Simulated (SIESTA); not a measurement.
Crystal: BP.

```xyz
2
Lattice="0.0000 2.2690 2.2690 2.2690 0.0000 2.2690 2.2690 2.2690 0.0000" Properties=species:S:1:pos:R:3 pbc="T T T"
P     3.4035    3.4035    3.4035
B     0.0000    0.0000    0.0000
```

Base run:

| Item | Value |
| --- | --- |
| Program | SIESTA 5.4.2 |
| Functional | RPBE |
| Potentials or basis | PseudoDojo 0.4 standard (PBE files) |
| Basis | DZP (energy shift 0.002 Ry) |
| Grid cutoff | 500 Ry |
| Energy shift | 0.002 Ry |
| k mesh | 10 × 10 × 10 |
| Occupations | fermi-dirac, width 0.05 eV |
| Spin | no spin polarisation |

Its results: band gap on the k mesh 1.36 eV, indirect (least direct gap 3.44 eV); pressure 5.4 GPa.

After a change of settings the same cell gave: band gap on the k mesh 1.69 eV, indirect (least direct gap 3.67 eV); pressure 11.9 GPa. Which change was it?
A. functional from RPBE to LDA; potentials or basis from PseudoDojo 0.4 standard (PBE files) to PseudoDojo 0.4 standard (LDA files)
B. functional from RPBE to vdW-DF2
C. functional from RPBE to LDA-PZ; potentials or basis from PseudoDojo 0.4 standard (PBE files) to PseudoDojo 0.4 standard (LDA files)
D. functional from RPBE to PBE; basis from DZP (energy shift 0.002 Ry) to DZ (energy shift 0.002 Ry)

B.

Caveats: the potentials were made for another functional, which shifts forces and pressure; the basis of atomic orbitals isn't converged, which shifts pressures, moduli and gaps.

Not every run made on this cell is shown here.
